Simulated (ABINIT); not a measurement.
CuO (Tenorite):

```
Cu O
1.0
     2.34185   -1.71130    0.00000
     2.34185    1.71130    0.00000
    -0.85003    0.00000    5.05787
Cu O
2 2
Direct
  0.50000 0.00000 0.50000
  0.00000 0.50000 0.00000
  0.41840 0.58160 0.75000
  0.58160 0.41840 0.25000
```

Base run:

```yaml
Program: ABINIT 10.8.3 (patched build)
Functional: PBE
Potentials_or_basis: JTH PAW PBE v2.0
Cutoff: 707 eV
k_mesh: 10 × 10 × 5
Occupations: fermi-dirac, width 0.05 eV
Spin: no spin polarisation
```

Its results: band gap on the k mesh none (metal or under the smearing width); pressure 5.5 GPa; largest force 0.251 eV/Å.

The run is repeated on the same cell with these changes: functional from PBE to PBEsol. What comes out?

Band gap on the k mesh none (metal or under the smearing width); pressure -2.5 GPa; largest force 0.337 eV/Å.

PBEsol binds more tightly than PBE, so the same cell stands under less pressure.

Caveats: the run has no spin polarisation, though such a crystal can be magnetic; semilocal functionals often make such compounds metallic where correlation or magnetic order opens a gap, which also shifts bond lengths; the PAW data sets were made with another functional, which shifts forces and pressure a little (some runs).

Not every run made on this cell is shown here.
